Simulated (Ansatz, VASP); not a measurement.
## One calculation of B, two programs

```
CELL_PARAMETERS angstrom
-2.49579 2.49579 2.49579
2.49579 -2.49579 2.49579
2.49579 2.49579 -2.49579
ATOMIC_POSITIONS crystal
B 0.25000 0.25000 0.25000
B 0.50000 0.00000 0.25000
B 0.25000 0.50000 0.00000
B 0.00000 0.25000 0.50000
B 0.75000 0.75000 0.75000
B 0.50000 0.00000 0.75000
B 0.75000 0.50000 0.00000
B 0.00000 0.75000 0.50000
```

Alike in both runs: functional PBE; k mesh 10 × 10 × 10; occupations gaussian, width 0.1 eV; no spin polarisation.

Ansatz relaxed the structure, and its values are those at the end. VASP's run is a single point on that final structure, the one shown.

|  | VASP | Ansatz |
| --- | --- | --- |
| version | VASP 6.6.1 | Ansatz 0.2.0 |
| potentials or method | VASP PAW PBE potentials, release 64 (B) | scalar-relativistic, plane waves, PAW |
| plane-wave cutoff (eV) | 520 | 420 |
| valence electrons in the cell | 24 | 24 |

```tsv
	VASP	Ansatz	Ansatz less VASP
gap on the k mesh at the Fermi level (eV)	none	none	-
pressure (GPa)	0.0	0.0	-0.01
```

A gap of «none» marks a metal or a gap that the smearing closes.
